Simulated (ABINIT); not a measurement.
Wanted: the native input for an ABINIT 10.8.3 (patched build) run.

```yaml
Task: single point
Functional: LDA
Potentials_or_basis: JTH PAW LDA v2.0
Cutoff: 626 eV
k_mesh: 3 × 3 × 2
Occupations: fermi-dirac, width 0.05 eV
Spin: no spin polarisation
Fine-grid_cutoff: 1224.51 eV
```

The system is TiO2.

```
CELL_PARAMETERS angstrom
6.15358 -1.88347 0.00000
6.15358 1.88347 0.00000
-1.92833 0.00000 6.32897
ATOMIC_POSITIONS crystal
Ti 0.90007 0.90007 0.28960
Ti 0.19529 0.19529 0.28376
Ti 0.09993 0.09993 0.71040
Ti 0.80471 0.80471 0.71624
O 0.36193 0.36193 0.29340
O 0.26349 0.26349 0.65250
O 0.86719 0.86719 0.99529
O 0.73651 0.73651 0.34750
O 0.94165 0.94165 0.63002
O 0.13281 0.13281 0.00471
O 0.63807 0.63807 0.70660
O 0.05835 0.05835 0.36998
```

The cell comes from a database or a generator and needn't be the stable form of this composition.

The input as run:

run.abi

```
# Pseudopotentials
pp_dirpath "./"
pseudos "Ti.LDA_PW-JTH.xml, O.LDA_PW-JTH.xml"

# Structure
acell 6.4353683548 6.4353683548 6.6162121517 Angstrom
rprim
     0.9562121162    -0.2926745442     0.0000000000
     0.9562121162     0.2926745442     0.0000000000
    -0.2914546970     0.0000000000     0.9565846327
ntypat 2
znucl 22 8
natom 12
typat 1 1 1 1 2 2 2 2 2 2 2 2
xcart
    10.5188656581     0.0000000000     1.8328814639
     1.8562292785     0.0000000000     1.7959202973
    -0.1400373797     0.0000000000     4.4960854074
     8.5225989999     0.0000000000     4.5330465740
     3.8885755991     0.0000000000     1.8568998931
     1.9845608631     0.0000000000     4.1296508835
     8.7533771313     0.0000000000     6.2991637663
     8.3942674153     0.0000000000     2.1993159878
    10.3741152171     0.0000000000     3.9873820372
     1.6254511471     0.0000000000     0.0298031050
     6.4902526793     0.0000000000     4.4720669782
     0.0047130613     0.0000000000     2.3415848341 Angstrom
chkprim 0
chksymtnons 0
tolsym 1.0e-6

# Plane-wave basis
ecut 23.0
pawecutdg 45.0

# k points
kptopt 1
ngkpt 3 3 2
nshiftk 1
shiftk 0.0 0.0 0.0

# Exchange and correlation
ixc 7

# Bands and occupations
nband 58
occopt 3
tsmear 0.00183747

# SCF cycle
nstep 100
tolvrs 1.0e-9

# Output
iomode 3
prtwf 0
prtden 0
prteig 0
prtebands 0
```

Potentials or basis: JTH PAW LDA v2.0.

The run is started by

```console
$ abinit run.abi > log 2>&1
```

Results of the run:

```
Pressure               : -11.7 GPa
Largest force          : 0.212 eV/Å
Band gap on the k mesh : 2.68 eV, indirect (least direct gap 2.85 eV)
```

Caveat: the k mesh is coarse (spacing up to 0.58 Å⁻¹), so the values aren't converged; an odd mesh through Γ misses points on the zone boundary, where band edges often lie; the atomic spheres overlap.

Wall time 4.7 min on 1 thread of Arm Neoverse V2, with other jobs on the host, peak memory 0.27 GiB.
